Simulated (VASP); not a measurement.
Runs of VASP 6.6.1 on Ti. Symmetry: Pm-3m, No. 221, cubic system. The conventional cell has a = 2.595 Å, b = 2.595 Å, c = 2.595 Å, α = 90.00°, β = 90.00°, γ = 90.00°. Ti (site symmetry m-3m) is surrounded by 6 Ti at 2.60 Å. This isn't the form of Ti at room conditions, which is hcp.

```tsv
task	cell	k mesh	cutoff (eV)	gap on the mesh (eV)	pressure (GPa)
single point	Pm-3m, 17.48 Å³/atom	13 × 13 × 13	520	none	(a)
single point	Pm-3m, 21.28 Å³/atom	13 × 13 × 13	520	none	-7.0
relaxation of cell and atoms	relaxed	12 × 12 × 12	600	none	0.0
single point	Pm-3m, 19.0 Å³/atom	12 × 12 × 12	520	none	-0.1
single point	Pm-3m, 19.0 Å³/atom	19 × 19 × 19	520	none	-0.3
```

Alike in all rows: level revPBE; potentials or basis VASP PAW PBE potentials, release 64 (Ti_sv); no spin polarisation; smearing fermi-dirac 0.1 eV.

Task: Fill in the values left out.

Result: (a) 6.8.

Caveats: the PAW data sets were made with another functional, which shifts forces and pressure a little.

A gap of «none» marks a metal or a gap under the smearing width.
